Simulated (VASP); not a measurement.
# InP (F-43m) in VASP: notebook

Runs on InP. Level: PBE. Tasks: G0W0 quasiparticle levels.

Program: VASP 6.6.1. These are calculated values, not measurements. Logs are shortened: lines on timing, memory, paths and dates and some standing lists are left out, and cuts for length are marked.

**1. The structure**

It takes space group F-43m (No. 216, cubic). The conventional cell has a = 5.861 Å, b = 5.861 Å, c = 5.861 Å, α = 90.00°, β = 90.00°, γ = 90.00°. In (site symmetry -43m) has 4 P at 2.54 Å as nearest neighbours. Around P (site symmetry -43m) lie 4 In at 2.54 Å.

**2. G0W0 quasiparticle levels, PBE**

POSCAR reads:

```
InP
1.0
    0.0000000000      2.9305000000      2.9305000000
    2.9305000000      0.0000000000      2.9305000000
    2.9305000000      2.9305000000      0.0000000000
In P
1 1
Direct
    0.0000000000      0.0000000000      0.0000000000
    0.7500000000      0.7500000000      0.7500000000
```

INCAR.step1 reads:

```
  PREC = Accurate
  ENCUT = 450
  EDIFF = 1E-8
  ISMEAR = 0
  SIGMA = 0.01
  LREAL = False
  LASPH = True
  NELM = 80
  ALGO = Normal
  LWAVE = True
  LCHARG = False
  GGA = PE
```

INCAR.step2 reads:

```
  PREC = Accurate
  ENCUT = 450
  EDIFF = 1E-8
  ISMEAR = 0
  SIGMA = 0.01
  LREAL = False
  LASPH = True
  NELM = 1
  ALGO = Exact
  LWAVE = True
  LCHARG = False
  GGA = PE
  NBANDS = 39
  LOPTICS = True
  ISTART = 1
```

INCAR.step3 reads:

```
  PREC = Accurate
  ENCUT = 450
  EDIFF = 1E-8
  ISMEAR = 0
  SIGMA = 0.01
  LREAL = False
  LASPH = True
  ALGO = EVGW0
  LWAVE = False
  LCHARG = False
  GGA = PE
  NELMGW = 1
  NBANDS = 39
  ENCUTGW = 200
  NOMEGA = 48
  PRECFOCK = Fast
  ISTART = 1
  NBANDSGW = 17
```

KPOINTS reads:

```
Automatic mesh
0
Gamma
  3 3 3
```

Potentials or basis: VASP PAW PBE potentials, release 64 (In_d_GW, P_GW).

On the command line:

```sh
> cat potpaw_PBE.64/In_d_GW/POTCAR potpaw_PBE.64/P_GW/POTCAR > POTCAR
> cp INCAR.step1 INCAR
> mpirun -np 1 vasp_std > vasp.out
> cp INCAR.step2 INCAR
> mpirun -np 1 vasp_std > vasp.out
> cp INCAR.step3 INCAR
> mpirun -np 1 vasp_std > vasp.out
```

OUTCAR:

```text
PREC = Accurate
   ENCUT = 450
   EDIFF = 1E-8
   ISMEAR = 0
   LREAL = False
   LASPH = True
   GGA = PE
   NELMGW = 1
   ENCUTGW = 200
   PRECFOCK = Fast
   ISTART = 1

 Found      4 irreducible k-points:

 Following reciprocal coordinates:
            Coordinates               Weight
  0.000000  0.000000  0.000000      1.000000
  0.333333  0.000000  0.000000      8.000000
  0.333333  0.333333  0.000000      6.000000
 -0.333333  0.333333  0.000000     12.000000
   k-points           NKPTS =      4   k-points in BZ     NKDIM =     27   number of bands    NBANDS=     39
   number of dos      NEDOS =    301   number of ions     NIONS =      2
   total plane-waves  NPLWV =  27000
   dimension x,y,z NGX =    30 NGY =   30 NGZ =   30
   dimension x,y,z NGXF=    60 NGYF=   60 NGZF=   60
   ions per type =               1   1
   NGX,Y,Z   is equivalent  to a cutoff of  12.03, 12.03, 12.03 a.u.
   NGXF,Y,Z  is equivalent  to a cutoff of  24.07, 24.07, 24.07 a.u.
 SYSTEM =  unknown system
   PREC   = accura    normal or accurate (medium, high low for compatibility)
   ISTART =      1    job   : 0-new  1-cont  2-samecut
   ICHARG =      0    charge: 1-file 2-atom 10-const
   ISPIN  =      1    spin polarized calculation?
   LNONCOLLINEAR =      F non collinear calculations
   LSORBIT =      F    spin-orbit coupling
   LASPH  =      T    aspherical Exc in radial PAW
   ENCUT  =  450.0 eV  33.07 Ry    5.75 a.u.   7.17  7.17  7.17*2*pi/ulx,y,z
   NELM   =     60;   NELMIN=  2; NELMDL=  0     # of ELM steps
   EDIFF  = 0.1E-07   stopping-criterion for ELM
   LREAL  =      F    real-space projection
   EDIFFG = 0.1E-06   stopping-criterion for IOM
   NSW    =      0    number of steps for IOM
   IBRION =     -1    ionic relax: 0-MD 1-quasi-New 2-CG
   NFREE  =      0    steps in history (QN), initial steepest desc. (CG)
   ISIF   =      0    stress and relaxation
   ISYM   =      3    0-nonsym 1-usesym 2-fastsym
   POTIM  = 0.5000    time-step for ionic-motion
   TEBEG  =    0.0;   TEEND  =   0.0 temperature during run
   PSTRESS=    0.0 pullay stress
   NELECT =      18.0000    total number of electrons
   NUPDOWN=      -1.0000    fix difference up-down
   EMIN   =  10.00;   EMAX   =-10.00  energy-range for DOS
   EFERMI =   0.00;   METHOD = LEGACY
   ISMEAR =     0;   SIGMA  =   0.01  broadening in eV -4-tet -1-fermi 0-gaus
   EFERMI_NEDOS =   21; number of points for ismear=-14 and -15
   IALGO  =     38    algorithm
   IMIX   =      4    mixing-type and parameters
     AMIX     =   0.40;   BMIX     =  1.00
     AMIX_MAG =   1.60;   BMIX_MAG =  1.00
  volume/ion in A,a.u.               =      25.17       169.83
  Fermi-wavevector in a.u.,A,eV,Ry     =   1.162021  2.195901 18.371846  1.350293
  Thomas-Fermi vector in A             =   2.298587
   LORBIT       =      0    0 simple, 1 ext, 2 COOP (PROOUT), +10 PAW based schemes
   GGA     = PE    functional components
   LHFCALC =     T    Hartree Fock is set to
   PRECFOCK=fast      Normal, Fast or Accurate (Low or Medium for compatibility)
   ENCUT4O =  -1.0   cutoff for four orbital integrals eV
   NKREDX  =     1    reduce k-point grid by
   NKREDY  =     1    reduce k-point grid by
   NKREDZ  =     1    reduce k-point grid by
   AEXX    =    1.0000 exact exchange contribution
   HFSCREEN=    0.0000 screening length (either q_TF or 0.3 A-1)
   HFSCREENC=   0.0000 screening length for correlation (either q_TF or 0.3 A-1)
   ENCUTFOCK=  -1.0 apply spherical cutoff to Coloumb kernel
   IVDW    =     0    specifies the selected vdW correction
   LEPSILON=     F    determine dielectric tensor
   LRPA    =     F    only Hartree local field effects (RPA)
   LRPAFORCE           =     F    calculate RPA forces
   ENCUTGW             = 200.0    cutoff for response function in eV
   ENCUTGWSOFT         = 160.0    soft cutoff for Coulomb kernel in GW response function in eV
   ENCUTLF             =  -1.0    cutoff for local field effects
   NELMGW              =     1    number of iterations in solving QP/BSE equation
   NELMHF              =     1    number of iterations in the inner HF iteration
   NKREDLFX            =     1    NKREDLFY  =   1   NKREDLFZ  =   1
 non-spin polarized calculation
 Gauss-broadening in eV      SIGMA  =   0.01
  energy-cutoff  :      450.00
  volume of cell :       50.33
 maximum number of plane-waves:      1113
 NGX is ok and might be reduce to    30
  NGX = 16; NGY = 16; NGZ = 16
   NGX = 15   NGY = 15   NGZ = 15
 maximum number of plane-waves:       332

 QP shifts <psi_nk| G(iteration)W_0 |psi_nk>: iteration 1
 for sc-GW calculations column KS-energies equals QP-energies in previous step
 and V_xc(KS)=  KS-energies - (<T + V_ion + V_H > + <T+V_H+V_ion>^1  + <V_x>^1)

 k-point   1 :       0.0000    0.0000    0.0000
  band No.  KS-energies  QP-energies   sigma(KS)   V_xc(KS)     V^pw_x(r,r')   Z            occupation Imag(sigma)

      1     -10.2933     -11.7400     -18.6278     -16.5967     -25.3298       0.7123       2.0000       0.2812
      2     -10.2933     -11.7400     -18.6278     -16.5967     -25.3298       0.7123       2.0000       0.2812
      3     -10.2933     -11.7400     -18.6278     -16.5967     -25.3298       0.7123       2.0000       0.2812
      4     -10.1476     -11.6222     -18.7564     -16.6813     -25.3437       0.7106       2.0000       0.2082
      5     -10.1476     -11.6222     -18.7564     -16.6813     -25.3437       0.7106       2.0000       0.2082
      6      -7.4965      -7.5845     -11.4229     -11.2915     -18.2328       0.6705       2.0000       1.0985
[... 9 lines left out ...]
     16      13.3900      14.1207      -9.2517     -10.2238      -4.5789       0.7517       0.0000      -0.2788
     17      15.1508      15.2918      -7.3594      -7.5434      -2.2265       0.7660       0.0000      -0.4756

 k-point   2 :       0.3333    0.0000    0.0000
  band No.  KS-energies  QP-energies   sigma(KS)   V_xc(KS)     V^pw_x(r,r')   Z            occupation Imag(sigma)

      1     -10.3780     -11.7509     -18.3661     -16.4123     -25.1398       0.7027       2.0000       0.3121
      2     -10.2619     -11.7123     -18.6642     -16.6269     -25.3500       0.7119       2.0000       0.2732
      3     -10.2619     -11.7123     -18.6642     -16.6269     -25.3500       0.7119       2.0000       0.2732
      4     -10.1406     -11.6162     -18.7655     -16.6925     -25.3595       0.7118       2.0000       0.2093
      5     -10.1406     -11.6162     -18.7655     -16.6925     -25.3595       0.7118       2.0000       0.2093
      6      -6.3726      -6.4771     -11.9605     -11.8032     -18.3664       0.6645       2.0000       0.8902
[... 9 lines left out ...]
     16      13.0533      13.6362      -8.9114      -9.6879      -4.1946       0.7508       0.0000      -0.2908
     17      17.8490      18.4429      -8.6863      -9.4725      -3.1524       0.7554       0.0000      -0.7365

 k-point   3 :       0.3333    0.3333    0.0000
  band No.  KS-energies  QP-energies   sigma(KS)   V_xc(KS)     V^pw_x(r,r')   Z            occupation Imag(sigma)

      1     -10.4311     -11.7860     -18.2981     -16.3704     -25.1035       0.7028       2.0000       0.3270
      2     -10.2169     -11.6761     -18.7325     -16.6866     -25.4095       0.7132       2.0000       0.2638
      3     -10.2169     -11.6761     -18.7325     -16.6866     -25.4095       0.7132       2.0000       0.2638
      4     -10.1839     -11.6536     -18.6866     -16.6154     -25.2746       0.7096       2.0000       0.2164
      5     -10.1216     -11.5963     -18.7802     -16.7115     -25.3767       0.7129       2.0000       0.2043
      6      -5.9901      -6.0938     -12.0434     -11.8862     -18.3062       0.6598       2.0000       0.8313
[... 9 lines left out ...]
     16      17.3369      17.7963      -8.0430      -8.6493      -2.7486       0.7578       0.0000      -0.6005
     17      18.1419      18.9177      -9.4537     -10.4773      -3.7866       0.7579       0.0000      -0.8606

 k-point   4 :      -0.3333    0.3333    0.0000
  band No.  KS-energies  QP-energies   sigma(KS)   V_xc(KS)     V^pw_x(r,r')   Z            occupation Imag(sigma)

      1     -10.4273     -11.7642     -18.2666     -16.3602     -25.0946       0.7012       2.0000       0.3357
      2     -10.2338     -11.6869     -18.6948     -16.6457     -25.3601       0.7092       2.0000       0.2543
      3     -10.2152     -11.6749     -18.7332     -16.6896     -25.4093       0.7143       2.0000       0.2656
      4     -10.1613     -11.6314     -18.7291     -16.6576     -25.3237       0.7096       2.0000       0.2114
      5     -10.1358     -11.6097     -18.7613     -16.6908     -25.3551       0.7119       2.0000       0.2066
      6      -5.2478      -5.3501     -12.5735     -12.4209     -18.6366       0.6707       2.0000       0.7303
[... 9 lines left out ...]
     16      17.1145      17.6472      -8.4232      -9.1332      -3.0451       0.7502       0.0000      -0.5817
     17      17.9822      18.5913      -8.7823      -9.6032      -3.1822       0.7420       0.0000      -0.7307
```

Wall time 47 s (1 thread of Intel Xeon Platinum 8375C at 2.90GHz (Ice Lake), shared host); peak memory 0.34 GiB.

The run converged, but some of its settings lie outside the range that counts as converged, so its numbers aren't taken as properties of the crystal.

Results:

```yaml
Band_gap_on_the_k_mesh_mean-field_level: 0.67 eV, direct
Quasiparticle_gap: 1.23 eV
Least_direct_quasiparticle_gap: 1.23 eV
```

Caveat: the k mesh is coarse (spacing up to 0.62 Å⁻¹), so the values aren't converged; bands, screening cutoff and mesh are small and nothing is extrapolated, so the quasiparticle values aren't converged; spin-orbit coupling is left out, which moves the levels of the heavy elements.

**3. G0W0 quasiparticle levels, PBE**

POSCAR is that of step 2.

INCAR.step1 is that of step 2.

Changes to INCAR.step2 since step 2:

```diff
@@ -12,3 +12,3 @@
   GGA = PE
-  NBANDS = 39
+  NBANDS = 129
   LOPTICS = True
```

Changes to INCAR.step3 since step 2:

```diff
@@ -12,4 +12,4 @@
   NELMGW = 1
-  NBANDS = 39
-  ENCUTGW = 200
+  NBANDS = 129
+  ENCUTGW = 75
   NOMEGA = 48
```

KPOINTS is that of step 2.

Potentials or basis: VASP PAW PBE potentials, release 64 (In_d_GW, P_GW).

On the command line:

```sh
> cat potpaw_PBE.64/In_d_GW/POTCAR potpaw_PBE.64/P_GW/POTCAR > POTCAR
> cp INCAR.step1 INCAR
> mpirun -np 1 vasp_std > vasp.out
> cp INCAR.step2 INCAR
> mpirun -np 1 vasp_std > vasp.out
> cp INCAR.step3 INCAR
> mpirun -np 1 vasp_std > vasp.out
```

OUTCAR:

```text
PREC = Accurate
   ENCUT = 450
   EDIFF = 1E-8
   ISMEAR = 0
   LREAL = False
   LASPH = True
   GGA = PE
   NELMGW = 1
   ENCUTGW = 75
   PRECFOCK = Fast
   ISTART = 1

 Found      4 irreducible k-points:

 Following reciprocal coordinates:
            Coordinates               Weight
  0.000000  0.000000  0.000000      1.000000
  0.333333  0.000000  0.000000      8.000000
[... 60 lines left out ...]
   ENCUTGW             =  75.0    cutoff for response function in eV
   ENCUTGWSOFT         =  60.0    soft cutoff for Coulomb kernel in GW response function in eV
   ENCUTLF             =  -1.0    cutoff for local field effects
   NELMGW              =     1    number of iterations in solving QP/BSE equation
   NELMHF              =     1    number of iterations in the inner HF iteration
   NKREDLFX            =     1    NKREDLFY  =   1   NKREDLFZ  =   1
 non-spin polarized calculation
 Gauss-broadening in eV      SIGMA  =   0.01
  energy-cutoff  :      450.00
  volume of cell :       50.33
 maximum number of plane-waves:      1113
 NGX is ok and might be reduce to    30
  NGX = 16; NGY = 16; NGZ = 16
   NGX = 15   NGY = 15   NGZ = 15
 maximum number of plane-waves:        76
 NGX is ok and might be reduce to    14

 QP shifts <psi_nk| G(iteration)W_0 |psi_nk>: iteration 1
 for sc-GW calculations column KS-energies equals QP-energies in previous step
 and V_xc(KS)=  KS-energies - (<T + V_ion + V_H > + <T+V_H+V_ion>^1  + <V_x>^1)

 k-point   1 :       0.0000    0.0000    0.0000
  band No.  KS-energies  QP-energies   sigma(KS)   V_xc(KS)     V^pw_x(r,r')   Z            occupation Imag(sigma)

      1     -10.2933     -12.2660     -19.3710     -16.5967     -25.3298       0.7111       2.0000       0.3210
      2     -10.2933     -12.2660     -19.3710     -16.5967     -25.3298       0.7111       2.0000       0.3210
      3     -10.2933     -12.2660     -19.3710     -16.5967     -25.3298       0.7111       2.0000       0.3210
      4     -10.1476     -12.1397     -19.4918     -16.6813     -25.3437       0.7088       2.0000       0.2434
      5     -10.1476     -12.1397     -19.4918     -16.6813     -25.3437       0.7088       2.0000       0.2434
      6      -7.4965      -7.7912     -11.7313     -11.2915     -18.2328       0.6702       2.0000       1.0796
[... 59 lines left out ...]
      3     -10.2152     -12.2012     -19.4760     -16.6896     -25.4093       0.7128       2.0000       0.3044
      4     -10.1613     -12.1456     -19.4596     -16.6576     -25.3237       0.7082       2.0000       0.2462
      5     -10.1358     -12.1254     -19.4926     -16.6908     -25.3551       0.7101       2.0000       0.2406
      6      -5.2478      -5.5595     -12.8848     -12.4209     -18.6366       0.6719       2.0000       0.7291
[... 9 lines left out ...]
     16      17.1145      17.1495      -9.0865      -9.1332      -3.0451       0.7485       0.0000      -0.5230
     17      17.9822      18.0883      -9.4602      -9.6032      -3.1822       0.7419       0.0000      -0.6659
```

OUTCAR.step1:

```text
PREC = Accurate
   ENCUT = 450
   EDIFF = 1E-8
   ISMEAR = 0
   LREAL = False
[... 172 lines left out ...]
      0.00000      0.00000      0.00000         0.000000      0.000000      0.000000
      4.39575      4.39575      4.39575        -0.000000     -0.000000     -0.000000
 -----------------------------------------------------------------------------------
    total drift:                                0.000000      0.000000      0.000000

  FREE ENERGIE OF THE ION-ELECTRON SYSTEM (eV)
  ---------------------------------------------------
  free  energy   TOTEN  =        -7.9905974958 eV

  energy  without entropy=       -7.9905974958  energy(sigma->0) =       -7.99059750
```

Run time: 74 s. Hardware: 1 thread of Intel Xeon Platinum 8375C at 2.90GHz (Ice Lake), shared host; peak memory 0.33 GiB.

The run converged, but some of its settings lie outside the range that counts as converged, so its numbers aren't taken as properties of the crystal.

Results:

```
Band gap on the k mesh, mean-field level : 0.67 eV, direct
Quasiparticle gap                        : 1.17 eV
Least direct quasiparticle gap           : 1.17 eV
```

Caveat: the k mesh is coarse (spacing up to 0.62 Å⁻¹), so the values aren't converged; bands, screening cutoff and mesh are small and nothing is extrapolated, so the quasiparticle values aren't converged; spin-orbit coupling is left out, which moves the levels of the heavy elements.
